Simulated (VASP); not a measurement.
## Sb: relaxation of cell and atoms with PBE

Sb:

```xyz
2
Lattice="2.1542 1.2437 3.7580 -2.1542 1.2437 3.7580 0.0000 -2.4875 3.7580" Properties=species:S:1:pos:R:3 pbc="T T T"
Sb    0.0000    0.0000    2.6324
Sb    0.0000    0.0000    8.6416
```

- Program: VASP 6.6.1
- Task: relaxation of cell and atoms
- Functional: PBE
- Potentials or basis: VASP PAW PBE potentials, release 64 (Sb)
- Cutoff: 300 eV
- k mesh: 6 × 6 × 5
- Occupations: methfessel-paxton, width 0.1 eV
- Spin: no spin polarisation
- Further INCAR settings: ALGO = Normal; EDIFF = 1e-06; IBRION = 2; EDIFFG = -0.01; NSW = 90; ISIF = 3

| Item | Value |
| --- | --- |
| Relaxed volume | 31.86 Å³/atom |
| Relaxed cell | a = 4.594 Å, b = 4.594 Å, c = 4.594 Å, α = 56.94°, β = 56.94°, γ = 56.94° |
| Space group after relaxing (to 0.05 Å) | R-3m (No. 166) |
| Energy gained by relaxing | 12.8 meV/atom |
| Ionic steps | 8 |
| Pressure after relaxing | 0.0 GPa |
| Band gap on the k mesh | none (metal or under the smearing width) |

The path:
```csv
step,energy change (eV),largest force (eV/Å),pressure (GPa),volume (Å³)
1,0.0000,0.1934,2.79,60.41
2,-0.0136,0.2480,-1.52,65.13
3,-0.0242,0.0840,0.05,63.17
4,-0.0247,0.0587,0.04,63.29
5,-0.0252,0.0150,0.02,63.50
6,-0.0253,0.0006,0.01,63.58
7,-0.0254,0.0003,0.01,63.64
8,-0.0255,0.0003,0.00,63.73
```

Final structure:
```
CELL_PARAMETERS angstrom
2.19012 1.26446 3.83527
-2.19012 1.26446 3.83527
0.00000 -2.52893 3.83527
ATOMIC_POSITIONS crystal
Sb 0.23272 0.23272 0.23272
Sb 0.76728 0.76728 0.76728
```

Levels at points of the mesh, in eV from the Fermi level:
| k point | band 2 | band 3 | band 4 | band 5 | band 6 | band 7 | band 8 | band 9 |
| --- | --- | --- | --- | --- | --- | --- | --- | --- |
| (0.00, 0.00, 0.00) | -5.05 | -1.92 | -1.69 | -1.69 | 1.98 | 2.60 | 2.60 | 5.18 |
| (0.50, 0.00, 0.00) | -9.38 | -1.86 | -1.75 | -0.26 | -0.21 | 0.26 | 0.63 | 7.47 |
| (0.50, 0.50, 0.00) | -7.95 | -5.09 | -3.49 | -3.42 | 1.67 | 4.68 | 5.33 | 6.49 |

It took 35 s on 1 thread of Intel(R) Xeon(R) Platinum 8488C (Sapphire Rapids), on a shared host, peak memory 0.16 GiB.

The run has no spin-orbit coupling, so splittings on Sb are missing. Zero-point motion and thermal expansion aren't in these numbers.
